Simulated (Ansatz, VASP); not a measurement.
**PtSe2: VASP beside Ansatz**

```
Pt Se
1.0
     3.72400    0.00000    0.00000
    -1.86200    3.22508    0.00000
     0.00000    0.00000    4.65704
Pt Se
1 2
Direct
  0.00000 0.00000 0.00000
  0.33333 0.66667 0.25000
  0.66667 0.33333 0.75000
```

Change from the starting cell: strain +0.000 along x and y, -0.080 along z, atoms carried along.

Alike in both runs: task single point; functional LDA; k mesh 15 × 15 × 10; occupations gaussian, width 0.15 eV; no spin polarisation.

|  | VASP | Ansatz |
| --- | --- | --- |
| version | VASP 6.6.1 | Ansatz 0.2.0 |
| potentials or method | VASP PAW LDA potentials, release 64 (Pt, Se) | scalar-relativistic, plane waves, PAW |
| plane-wave cutoff (eV) | 520 | 420 |
| valence electrons in the cell | 22 | 50 |

Ansatz gave:

```
gap on the k mesh at the Fermi level (eV)       : none
pressure (GPa)                                  : 9.2
largest component of the traceless stress (GPa) : 0.43
rms of the force components (eV/Å)              : 0.634
```

Problem. Estimate VASP's values.

Solution. gap on the k mesh at the Fermi level (eV): none; pressure (GPa): 9.8; largest component of the traceless stress (GPa): 0.63; rms of the force components (eV/Å): 0.662.

Atom by atom the forces differ by 0.028 eV/Å (rms over components). A gap of «none» marks a metal or a gap that the smearing closes. The two sets of potentials don't hold the same shells in valence.

Caveats: forces of over 1 eV/Å show positions far from the minimum, so gaps and moduli don't describe the material at rest. Spin-orbit coupling is left out, which matters for the levels of Pt.
